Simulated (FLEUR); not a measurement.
# Fe: equation of state with r2SCAN

The system is Fe.

```
Fe
1.0
     0.00000    1.94174    1.96511
     1.49844    0.00000    1.96511
     1.49844    1.94174    0.00000
Fe
1
Direct
  0.00000 0.00000 0.00000
```

| Item | Value |
| --- | --- |
| Program | FLEUR MaX-R8.1 (later development tree) |
| Task | equation of state |
| Functional | r2SCAN |
| Potentials or basis | all-electron |
| Basis | FLAPW |
| Kmax | 4.67 1/bohr |
| k mesh | 13 × 13 × 13 |
| Occupations | fermi-dirac, width 0.05 eV |
| Spin | collinear spin, program default start |
| Gmax | 14.5 1/bohr |
| Muffin-tin radii | Fe 2.1 bohr |
| lmax | Fe 9 |
| lnonsphr | Fe 9 |
| Local orbitals a species | Fe 5 |

```
Equilibrium volume                        : 11.81 Å³/atom
Bulk modulus at fixed shape and positions : 190 GPa
```

Energy against volume, from the lowest point:
| volume (Å³/atom) | energy (meV/atom) |
| --- | --- |
| 10.749 | 65.46 |
| 10.978 | 38.79 |
| 11.435 | 7.21 |
| 11.893 | 0.00 |
| 12.121 | 4.38 |

Caveat: the meta-GGA is that of a development version, with a GGA for the radial functions and cores and without core tails; the cell was scaled at fixed shape and fractional positions, which overstates the stiffness of a crystal with free parameters, most of all of layers and chains.
